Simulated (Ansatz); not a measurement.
# CO2 (I-42d) in Ansatz: a series of runs, part 2 of 2

Ansatz 0.2.0. Earlier steps stand in the parts before.

## (4) Relaxation of cell and atoms, PBEsol, target pressure 20 GPa, at which the enthalpy is minimised

File input.yaml:

```yaml
crystal:
  lattice:
    - [-1.974727, 1.974727, 3.014058]
    - [1.974727, -1.974727, 3.014058]
    - [1.974727, 1.974727, -3.014058]
  atoms:
    - { symbol: O, position: [0.875, 0.959798, 0.584798] }
    - { symbol: O, position: [0.375, 0.290202, 0.415202] }
    - { symbol: O, position: [0.040202, 0.625, 0.915202] }
    - { symbol: O, position: [0.709798, 0.125, 0.084798] }
    - { symbol: C, position: [0.0, 0.0, 0.0] }
    - { symbol: C, position: [0.75, 0.25, 0.5] }
hamiltonian:
  xc: pbesol
  pseudopotentials: { kind: paw }
kpoints:
  mp_grid: { grid: [9, 9, 9] }
scf:
  occupations: { method: fermi_dirac, width: 0.05 }
output:
  forces: true
  stress: true
  eigenvalues: true
relax:
  f_tol: 0.01
  max_steps: 40
  cell: { stress_tol: 0.05, p_target: 20.0 }
```

Potentials or basis: Ansatz PAW.

Launch:

```console
$ ansatz run input.yaml --threads 2 --pin off --max-ram 5632MiB --backend cpu --events-out ev --progress --plain --runs-dir out
```

What it wrote:

```text
Warning: RAYON_NUM_THREADS=2 ignored (pool sized by the plan → 2); use --threads N
Engine: ansatz 0.2.0, x86_64-unknown-linux-gnu
Pseudopotentials: kind: paw
Pseudopotential: O, paw, valence charge 6, recommended cutoff 420 eV (normal), O.paw.azcp
Pseudopotential: C, paw, valence charge 4, recommended cutoff 420 eV (normal), C.paw.azcp
Functional definition: PBEsol
  exchange = pbesol_x
  correlation = pbesol_c
Crystal: 6 atoms, lattice volume = 47.014 Å³
Basis set: ecut = 420 eV, 919 PW (Γ), exchange–correlation on 60×60×60 points (8 copies of the dense FFT grid, shifted against one another)
Bands: 22, of which v1, the nominal top of the filled ones, is band 16 counted from 1 (15 counted from 0)
Symmetry: 8 space group operations
Space group: I-42d (ITA 122), of the structure as read, at distance tolerance 3.6e-5 Å
k-points: 75 of 729 (time reversal used)
Non-local potential: O, projectors of the file, l = 0: 2, l = 1: 2, l = 2: 1
Non-local potential: C, projectors of the file, l = 0: 2, l = 1: 2, l = 2: 1
PAW form: soft (Blöchl's): semilocal exchange-correlation on the pseudo side does not see the compensation charge
PAW frozen core: O, regenerated for the run's functional, and the local potential with it (the file was generated under x = pbe(κ = 0.804, μ = 0.2195149727645171), c = pbe(β = 0.06672455060314922))
PAW frozen core: C, regenerated for the run's functional, and the local potential with it (the file was generated under x = pbe(κ = 0.804, μ = 0.2195149727645171), c = pbe(β = 0.06672455060314922))
PAW one-centre angular grid: O, 110 points (default); XC on 64 Gauss nodes
PAW one-centre angular grid: C, 110 points (default); XC on 64 Gauss nodes
Initial density: superposition of atomic densities (neutral atoms: chi_scale 0, normalization atom), corrected by the library's trained network
Initial wavefunctions: pseudopotential atomic-orbital guess
Functional: x = pbesol(κ = 0.804, μ = 0.12345679012345678), c = pbesol(β = 0.046)
SCF iter   1: F=—  HF=-2732.668335 eV  |F-HF|=—  |Δ(HF+E_count)|=         —  Δρ=1.00e-2  dr2=3.16e-2  ethr=1.77e-3  ⟨swp⟩=6.0  Hψ=7370  notcnv=0
preconditioner: auto → none  [insulator: Δε(μ)=7.554 eV  Ē_g=18.825 eV  σ=0.050 eV  W_gap=1.00  n_scr=14 (ndim 8)  ℏωp=30.6 eV  f_vac=0.039  D(μ)=0.00/eV (n_scr^D=0)  ε∞_Penn≈3.6]
SCF iter   2: F=—  HF=-2732.659048 eV  |F-HF|=—  |Δ(HF+E_count)|=   9.29e-3  Δρ=2.59e-3  dr2=1.86e-3  ethr=9.86e-5  ⟨swp⟩=2.9  Hψ=3685  notcnv=0  defer=147
SCF iter   3: F=—  HF=-2732.659017 eV  |F-HF|=—  |Δ(HF+E_count)|=   3.05e-5  Δρ=1.18e-3  dr2=3.11e-4  ethr=5.80e-6  ⟨swp⟩=2.6  Hψ=2921  notcnv=0  defer=147
SCF iter   4: F=—  HF=-2732.659046 eV  |F-HF|=—  |Δ(HF+E_count)|=   2.89e-5  Δρ=4.28e-4  dr2=1.65e-5  ethr=9.71e-7  ⟨swp⟩=2.1  Hψ=2493  notcnv=0  defer=147
SCF iter   5: F=—  HF=-2732.659084 eV  |F-HF|=—  |Δ(HF+E_count)|=   3.79e-5  Δρ=3.43e-5  dr2=1.59e-7  ethr=5.16e-8  ⟨swp⟩=2.8  Hψ=3010  notcnv=0  defer=147
[... 111 lines left out ...]
  E_xc         = -386.080417
  E_vxc        = -491.827005  (∫ρ·V_xc dr)
  E_paw        = -802.611150  (= ΣΔE_a)
  E_vpaw       = -159.402214  (= ΣTr[D̂ρ^β])
  E_aug_tail   = 0.010092  (compensation charges beyond the density's cutoff)
  E_ewald      = -1628.551007
  E_core_change = 0.183353  (= ΣΔE_core)
  E_smearing   = -0.000000  (= −TS)
  E_closure    = -0.000000  (closes the sum)
  Σ components = -2732.408749   (vs F -2732.408749, Δ=0.00e0)
--- Forces (eV/Å), atoms counted from 1 ---
  atom   1  O     -0.00124732     0.00000000    -0.00000000
  atom   2  O      0.00124732     0.00000000     0.00000000
  atom   3  O     -0.00000000     0.00124732     0.00000000
  atom   4  O      0.00000000    -0.00124732    -0.00000000
  atom   5  C     -0.00000000     0.00000000     0.00000000
  atom   6  C     -0.00000000    -0.00000000     0.00000000
  max |Σ_I F_I| component: 6.59e-17 eV/Å
--- Stress (GPa, compression-positive) ---
       19.959456      -0.000000       0.000000
        0.000000      19.959456      -0.000000
        0.000000      -0.000000      19.990378
  P = ⅓ Tr σ = 19.9698 GPa (199.698 kbar)
--- Band table (eV; the first three rows and the last of 75) ---
  k-point 0: bands = ["-17.9392", "-12.1854", "-12.1854", "-11.4877", "-7.6104", "-3.1294", "-3.1294", "-1.7528", "1.9715", "2.4985", "3.9781", "5.3058", "5.3058", "6.3486", "6.3486", "6.7670", "14.6455", "17.2146", "17.2146", "17.5651", "19.4544", "20.3057"]
  k-point 1: bands = ["-17.8076", "-12.5041", "-12.2391", "-11.5673", "-7.3299", "-3.3489", "-2.9530", "-1.5444", "1.7989", "2.7838", "4.1418", "5.3481", "5.3985", "5.9742", "6.2675", "6.5606", "14.9286", "17.2118", "17.2670", "17.8475", "19.5244", "20.3251"]
  k-point 2: bands = ["-17.4222", "-13.2455", "-12.3626", "-11.8094", "-6.6665", "-3.7943", "-2.4780", "-1.1234", "1.4130", "3.4282", "4.5410", "4.6547", "5.6845", "5.8026", "6.0883", "6.2239", "15.4994", "17.1996", "17.5962", "18.0881", "19.6095", "20.0952"]
  k-point 74: bands = ["-15.7277", "-15.6016", "-12.5808", "-12.5022", "-3.8322", "-3.5634", "-1.6917", "-1.5696", "2.5969", "3.0144", "3.2917", "3.9442", "4.2589", "4.7614", "6.8360", "6.9596", "15.8013", "16.0487", "18.3400", "18.4553", "19.0184", "19.1750"]
--- Relaxed structure (8 steps of the walk, 8 accepted, 2 SCFs on fresh bases) ---
  F+E_penalty+E_count = -2732.40874890 eV   max|allowed force component| = 1.247e-3 eV/Å   (the final SCF, on the basis selected at the relaxed cell)
  cell:  # Å, volume = 40.6817 Å³
    - [-1.858250534365268, 1.858250534365268, 2.9453091064748045]
    - [1.858250534365268, -1.858250534365268, 2.9453091064748045]
    - [1.858250534365268, 1.858250534365268, -2.9453091064748045]
  atoms:
    - { symbol: O, position: [0.875, 0.9380988176649794, 0.5630988176649794] }
    - { symbol: O, position: [0.375, 0.3119011823350206, 0.4369011823350207] }
    - { symbol: O, position: [0.06190118233502062, 0.6249999999999999, 0.9369011823350205] }
    - { symbol: O, position: [0.6880988176649794, 0.125, 0.06309881766497932] }
    - { symbol: C, position: [5.827820407594793e-19, 5.930765223430601e-19, 1.1758585631025395e-18] }
    - { symbol: C, position: [0.7500000000000001, 0.24999999999999994, 0.5000000000000001] }
```

Run time: 36 s. Hardware: 2 threads of AMD EPYC 7R43 (Zen 3), shared host; peak memory 0.42 GiB.

Results:

* Free energy: -2732.4087 eV
* Relaxed volume: 6.78 Å³/atom
* Relaxed cell: a = 3.947 Å, b = 3.947 Å, c = 3.947 Å, α = 123.83°, β = 123.83°, γ = 83.48°
* Space group after relaxing (to 0.05 Å): I-42d (No. 122)
* Energy change on relaxing (the enthalpy is what falls): +41.7 meV/atom
* Ionic steps: 10
* Pressure after relaxing: 20.0 GPa
* Band gap on the k mesh: 7.64 eV, indirect (least direct gap 7.88 eV)

Step by step:
| step | energy change (eV) | largest force (eV/Å) | volume (Å³) |
| --- | --- | --- | --- |
| 1 | 0.0000 | 0.2141 | 47.01 |
| 2 | 0.1234 | 0.0643 | 41.62 |
| 3 | 0.2128 | 0.0130 | 40.78 |
| 4 | 0.1985 | 0.0091 | 40.90 |
| 5 | 0.1994 | 0.0156 | 40.89 |
| 6 | 0.1989 | 0.0048 | 40.90 |
| 7 | 0.1990 | 0.0001 | 40.90 |
| 8 | 0.2244 | 0.0010 | 40.90 |
| 9 | 0.2486 | 0.0014 | 40.68 |
| 10 | 0.2503 | 0.0012 | 40.68 |

Final structure:
```
O C
1.0
    -1.85825    1.85825    2.94531
     1.85825   -1.85825    2.94531
     1.85825    1.85825   -2.94531
O C
4 2
Direct
  0.87500 0.93810 0.56310
  0.37500 0.31190 0.43690
  0.06190 0.62500 0.93690
  0.68810 0.12500 0.06310
  0.00000 0.00000 0.00000
  0.75000 0.25000 0.50000
```

Caveat: odd divisions of the mesh miss points on the zone boundary, where band edges often lie, so the gap on the mesh can be too wide; the plane-wave basis is chosen anew once the cell has moved, so the energies of steps on either side of that aren't comparable; the pressure holds a Pulay correction of +1.4 GPa for the finite cutoff; the PAW data sets come from PBE, with cores solved anew for the run's functional, which leaves a small shift of forces and pressure. A k mesh can miss the band edges.

## (5) Relaxation of cell and atoms, PBEsol, target pressure 30 GPa, at which the enthalpy is minimised

input.yaml, as its differences from that of step 4:

```diff
@@ -23,2 +23,6 @@
   eigenvalues: true
+  write_density: true
+  write_potential: true
+  elf: true
+  volumetric_format: npy
 relax:
@@ -26,2 +30,2 @@
   max_steps: 40
-  cell: { stress_tol: 0.05, p_target: 20.0 }
+  cell: { stress_tol: 0.05, p_target: 30.0 }
```

Launch:

```console
$ ansatz run input.yaml --threads 2 --pin off --max-ram 5632MiB --backend cpu --events-out ev --progress --plain --runs-dir out
```

Wall time 47 s (2 threads of AMD EPYC 7R43 (Zen 3), shared host); peak memory 0.44 GiB.

Results (log left out):

```yaml
Free_energy: -2732.1387 eV
Relaxed_volume: 6.49 Å³/atom
Relaxed_cell: a = 3.911 Å, b = 3.911 Å, c = 3.911 Å, α = 124.61°, β = 124.61°, γ = 82.18°
Space_group_after_relaxing_to_0.05_Å: I-42d (No. 122)
Energy_change_on_relaxing_the_enthalpy_is_what_falls: +86.7 meV/atom
Ionic_steps: 12
Pressure_after_relaxing: 30.0 GPa
Band_gap_on_the_k_mesh: 7.51 eV, indirect (least direct gap 7.75 eV)
```

The path:
```
step  energy change (eV)  largest force (eV/Å)  volume (Å³)
   1              0.0000                0.2141        47.01
   2              0.1770                0.0532        41.11
   3              0.5166                0.0535        38.84
   4              0.4468                0.0089        39.20
   5              0.4590                0.0113        39.12
   6              0.4543                0.0022        39.15
   7              0.4816                0.0020        39.15
   8              0.5182                0.0007        38.94
   9              0.5166                0.0001        38.95
  10              0.5183                0.0001        38.95
  11              0.5202                0.0000        38.94
  12              0.5203                0.0000        38.94
```

Final structure:
```
O C
1.0
    -1.81735    1.81735    2.94739
     1.81735   -1.81735    2.94739
     1.81735    1.81735   -2.94739
O C
4 2
Cartesian
  1.1102 0.9087 3.6842
  0.7071 0.9087 0.7368
  2.7260 0.7071 -0.7368
  -0.9087 1.1102 2.2105
  0.0000 0.0000 0.0000
  0.0000 1.8173 1.4737
```

Levels at points of the mesh, in eV from the valence-band top:
```csv
k point,band 12,band 13,band 14,band 15,band 16,band 17,band 18,band 19,band 20,band 21
"(0.00, 0.00, 0.00)",-1.93,-1.93,-0.61,-0.61,-0.24,7.51,10.37,10.37,10.91,12.39
```

Caveat: the volume moved by over 15 % at a fixed basis, so the end points are rough; odd divisions of the mesh miss points on the zone boundary, where band edges often lie, so the gap on the mesh can be too wide; the plane-wave basis is chosen anew once the cell has moved, so the energies of steps on either side of that aren't comparable; the pressure holds a Pulay correction of +1.5 GPa for the finite cutoff; the PAW data sets come from PBE, with cores solved anew for the run's functional, which leaves a small shift of forces and pressure. A k mesh can miss the band edges.

## (6) The runs side by side

```csv
cell,target pressure (GPa),gap on the mesh (eV),pressure (GPa)
relaxed to 5 GPa,5,7.69,5.0
relaxed to 10 GPa,10,7.69,10.0
relaxed to 20 GPa,20,7.64,20.0
relaxed to 30 GPa,30,7.51,30.0
```

Alike in all rows: task relaxation of cell and atoms; level PBEsol; potentials or basis Ansatz PAW; no spin polarisation; k mesh 9 × 9 × 9; cutoff (eV) 420; smearing fermi-dirac 0.05 eV.

Caveats: odd divisions of the mesh miss points on the zone boundary, where band edges often lie, so the gap on the mesh can be too wide; the plane-wave basis is chosen anew once the cell has moved, so the energies of steps on either side of that aren't comparable; the PAW data sets come from PBE, with cores solved anew for the run's functional, which leaves a small shift of forces and pressure; the volume moved by over 15 % at a fixed basis, so the end points are rough (some runs).

Total energies depend on the potentials used, so only differences within one code and one set of settings carry meaning.
